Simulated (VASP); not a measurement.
Crystal: GaN.

```xyz
2
Lattice="0.0000 2.1352 2.1352 2.1352 0.0000 2.1352 2.1352 2.1352 0.0000" Properties=species:S:1:pos:R:3 pbc="T T T"
Ga    0.0000    0.0000    0.0000
N     2.1352    2.1352    2.1352
```

Measurements of this composition are mostly on another form, of space group No. 186.

| Quantity | Value |
| --- | --- |
| Program | VASP 6.6.1 |
| Task | relaxation of cell and atoms |
| Functional | PBEsol |
| Potentials or basis | VASP PAW PBE potentials, release 64 (Ga_d, N) |
| Cutoff | 600 eV |
| k mesh | 6 × 6 × 6 |
| Occupations | gaussian, width 0.02 eV |
| Spin | no spin polarisation |

At the start: pressure -7.6 GPa; volume 9.74 Å³/atom.

Task: Where does the relaxation end?

Result: Over 3 steps the energy falls by 8.4 meV/atom and the volume is 9.40 Å³/atom (-3.5 %); space group Fm-3m (No. 225, to 0.05 Å).

Step by step:
| step | energy change (eV) | largest force (eV/Å) | pressure (GPa) | volume (Å³) |
| --- | --- | --- | --- | --- |
| 1 | 0.0000 | 0.0000 | -7.64 | 19.47 |
| 2 | -0.0019 | 0.0000 | 8.13 | 18.19 |
| 3 | -0.0167 | 0.0000 | -0.04 | 18.79 |

Final structure:
```xyz
2
Lattice="0.0000 2.1103 2.1103 2.1103 0.0000 2.1103 2.1103 2.1103 0.0000" Properties=species:S:1:pos:R:3 pbc="T T T"
Ga    0.0000    0.0000    0.0000
N     2.1103    2.1103    2.1103
```

Caveat: the k mesh is coarse (spacing up to 0.42 Å⁻¹), so the values aren't converged; the PAW data sets were made with another functional, which shifts forces and pressure a little.
